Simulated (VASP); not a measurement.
# BN, band structure: which settings are enough?

BN, P6_3/mmc (no. 194), 4 atoms in the cell. PBEsol; PAW potentials N, B (PBE set). VASP 6.6.1.

Wanted: band energies at the path's corners within 0.006 eV; smallest gap over path and mesh within 0.003 eV.

What the run is for: bands; Accuracy asked: tight; Route: fixed density (ICHARG 11).

Band energies at the path's corners: counted from the valence top.

POSCAR:
```
BN
1.0
    2.4982400000      0.0000000000      0.0000000000
   -1.2491200000      2.1635393048      0.0000000000
    0.0000000000      0.0000000000      6.6357000000
N B
2 2
Direct
    0.6666666667      0.3333333333      0.2500000000
    0.3333333333      0.6666666667      0.7500000000
    0.6666666667      0.3333333333      0.7500000000
    0.3333333333      0.6666666667      0.2500000000
```

The series start from Plane-wave cutoff (eV): 460; k-point mesh: 8 × 8 × 3; k points a path segment: 12; Electronic threshold (eV): 1e-6; Precision mode (PREC): Accurate; Bands in all (NBANDS): 22; Aspherical gradient terms in the spheres (LASPH): yes. Each series keeps the choices made before it, and each single choice may use up half of a tolerance. Times cover all steps of a run.

## Plane-wave cutoff (eV)

| Plane-wave cutoff (eV) | Band energies at the path's corners, largest deviation (eV) | Smallest gap over path and mesh (eV) | Time (s) |
|---|---|---|---|
| 320 | 0.0752 | 4.1303 | 24 |
| 400 | 0.0082 | 4.1283 | 30 |
| 460 | 0.0026 | 4.1308 | 42 |
| 520 | 0.0013 | 4.1307 | 51 |
| 640 (reference) | 0.0000 | 4.1308 | 60 |

Chosen: 460, the loosest value from which every tighter one stays within half of the tolerance.

## k-point mesh

| k-point mesh | Band energies at the path's corners, largest deviation (eV) | Smallest gap over path and mesh (eV) | Time (s) |
|---|---|---|---|
| 3 × 3 × 1 | 0.0617 | 4.0692 | 34 |
| 4 × 4 × 2 | 0.0070 | 4.1324 | 35 |
| 5 × 5 × 2 | 0.0066 | 4.1245 | 34 |
| 7 × 7 × 2 | 0.0006 | 4.1304 | 44 |
| 8 × 8 × 3 | 0.0001 | 4.1308 | 42 |
| 10 × 10 × 4 | 0.0001 | 4.1309 | 51 |
| 13 × 13 × 4 (reference) | 0.0000 | 4.1309 | 87 |

Chosen: 7 × 7 × 2.

## Electronic threshold (eV)

| Electronic threshold (eV) | Band energies at the path's corners, largest deviation (eV) | Smallest gap over path and mesh (eV) | Time (s) |
|---|---|---|---|
| 0.001 | 0.0048 | 4.1312 | 76 |
| 0.0001 | 0.0005 | 4.1322 | 88 |
| 1e-5 | 0.0001 | 4.1321 | 80 |
| 1e-6 | 0.0001 | 4.1321 | 93 |
| 1e-7 (reference) | 0.0000 | 4.1320 | 88 |

Chosen: 0.0001.

## Precision mode (PREC)

| Precision mode (PREC) | Band energies at the path's corners, largest deviation (eV) | Smallest gap over path and mesh (eV) | Time (s) |
|---|---|---|---|
| SingleN | 0.0025 | 4.1329 | 45 |
| Normal | 0.0004 | 4.1324 | 47 |
| Accurate (reference) | 0.0000 | 4.1322 | 88 |

Chosen: SingleN.

## Bands in all (NBANDS)

| Bands in all (NBANDS) | Band energies at the path's corners, largest deviation (eV) | Smallest gap over path and mesh (eV) | Time (s) |
|---|---|---|---|
| 10 | 0.0019 | 4.1334 | 25 |
| 11 | 0.0012 | 4.1335 | 26 |
| 12 | 0.0012 | 4.1334 | 29 |
| 14 | 0.0010 | 4.1332 | 34 |
| 22 | 0.0004 | 4.1329 | 45 |
| 32 (reference) | 0.0000 | 4.1326 | 76 |

Chosen: 10.

## Aspherical gradient terms in the spheres (LASPH)

| Aspherical gradient terms in the spheres (LASPH) | Band energies at the path's corners, largest deviation (eV) | Smallest gap over path and mesh (eV) | Time (s) |
|---|---|---|---|
| no | 0.0190 | 4.1198 | 24 |
| yes (reference) | 0.0000 | 4.1334 | 25 |

Chosen: yes; the one before it in the list is off by more than half of the tolerance.

Also changed on the way, by series that aren't shown: k points a path segment: 32.

## All choices together

| Input | Band energies at the path's corners, largest deviation (eV) | Smallest gap over path and mesh (eV) | Time (s) |
|---|---|---|---|
| the program's defaults (naive) | 0.0232 | 4.1107 | 16 |
| chosen settings | 0.0057 | 4.1334 | 25 |
| reference settings throughout | 0.0000 | 4.1325 | 256 |

The tolerance is met.

## The input

INCAR.step1:
```
SYSTEM = BN
GGA = PS ; ISMEAR = 0
SIGMA = 0.03 ; LWAVE = .False.
LCHARG = .True. ; NBANDS = 10
PREC = SingleN ; LASPH = .True.
LREAL = .False. ; ALGO = Normal
EDIFF = 1E-4 ; NELM = 120
GGA_COMPAT = .False. ; ENCUT = 460
EFERMI = MIDGAP
```

INCAR.step2, as INCAR.step1 but for:
```
- LCHARG = .True.
+ LCHARG = .False.
+ ICHARG = 11
```

KPOINTS.step1:
```
Automatic mesh
0
Gamma
  7 7 2
  0 0 0
```

KPOINTS.step2:
```
path GMKGALHA,LM,KH
32
line-mode
reciprocal
 0.0000000000  0.0000000000  0.0000000000  G
 0.5000000000  0.0000000000  0.0000000000  M

 0.5000000000  0.0000000000  0.0000000000  M
 0.3333333333  0.3333333333  0.0000000000  K

 0.3333333333  0.3333333333  0.0000000000  K
 0.0000000000  0.0000000000  0.0000000000  G

 0.0000000000  0.0000000000  0.0000000000  G
 0.0000000000  0.0000000000  0.5000000000  A

 0.0000000000  0.0000000000  0.5000000000  A
 0.5000000000  0.0000000000  0.5000000000  L

 0.5000000000  0.0000000000  0.5000000000  L
 0.3333333333  0.3333333333  0.5000000000  H

 0.3333333333  0.3333333333  0.5000000000  H
 0.0000000000  0.0000000000  0.5000000000  A

 0.5000000000  0.0000000000  0.5000000000  L
 0.5000000000  0.0000000000  0.0000000000  M

 0.3333333333  0.3333333333  0.0000000000  K
 0.3333333333  0.3333333333  0.5000000000  H
```

Commands (each step's output is kept before the next begins):
```
cat potpaw_PBE.64/N/POTCAR potpaw_PBE.64/B/POTCAR > POTCAR
cp INCAR.step1 INCAR
cp KPOINTS.step1 KPOINTS
mpirun -np 1 vasp_std > vasp.out
cp INCAR.step2 INCAR
cp KPOINTS.step2 KPOINTS
mpirun -np 1 vasp_std > vasp.out
```

Limits: PBEsol gaps are mostly well below measured ones.

The chosen input took VASP 6.6.1 25 s on 1 core (Intel Xeon Platinum 8259CL @ 2.50GHz (Skylake/Cascade Lake)), a shared host.

## An input that fails: tetrahedra on too few k points

VASP's message: IBZKPT: tetrahedron method fails for NKPT<4. NKPT = 1.

k mesh: 8 × 8 × 3 becomes 1 × 1 × 1.

Changes against the starting input:
```
- ISMEAR = 0
- NELM = 120
+ ISMEAR = -5
+ NELM = 53
```
